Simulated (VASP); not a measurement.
Input of a VASP 6.6.1 run:

Contents of INCAR:

```
SYSTEM = TaC
PREC = Accurate ; ENCUT = 600
EDIFF = 1E-7 ; ISMEAR = 1
SIGMA = 0.1 ; LREAL = .FALSE.
LASPH = .TRUE. ; NELM = 80
ALGO = Normal ; ISIF = 3
LWAVE = .FALSE. ; LCHARG = .FALSE.
GGA = PE ; IBRION = 2
NSW = 90 ; EDIFFG = -0.005
```

Contents of KPOINTS:

```
Automatic mesh
0
G
  14 14 14
  0 0 0
```

The input POSCAR:

```
TaC                                     
1.0
   -0.0000000000      2.2394334038      2.2394334038
    2.2394334038     -0.0000000000      2.2394334038
    2.2394334038      2.2394334038      0.0000000000
  Ta              C             
     1     1
Direct
     0.0000000000000000    0.0000000000000000    0.0000000000000000
     0.5000000000000000    0.5000000000000000    0.5000000000000000
```

Potentials or basis: VASP PAW PBE potentials, release 64 (Ta_pv, C).

Run with:

```bash
$ cat potpaw_PBE.64/Ta_pv/POTCAR potpaw_PBE.64/C/POTCAR > POTCAR
$ mpirun -np 1 vasp_std > vasp.out
```

**Question.** Predict the relaxed volume.

**Answer.** 11.23 Å³/atom.

**Question.** Predict the band gap on the k mesh.

**Answer.** None (metal or under the smearing width).

Final structure:
```
Ta C
1.0
     0.00000    2.23911    2.23911
     2.23911    0.00000    2.23911
     2.23911    2.23911    0.00000
Ta C
1 1
Cartesian
  0.0000 0.0000 0.0000
  2.2391 2.2391 2.2391
```

The run has no spin-orbit coupling, so splittings on Ta are missing.
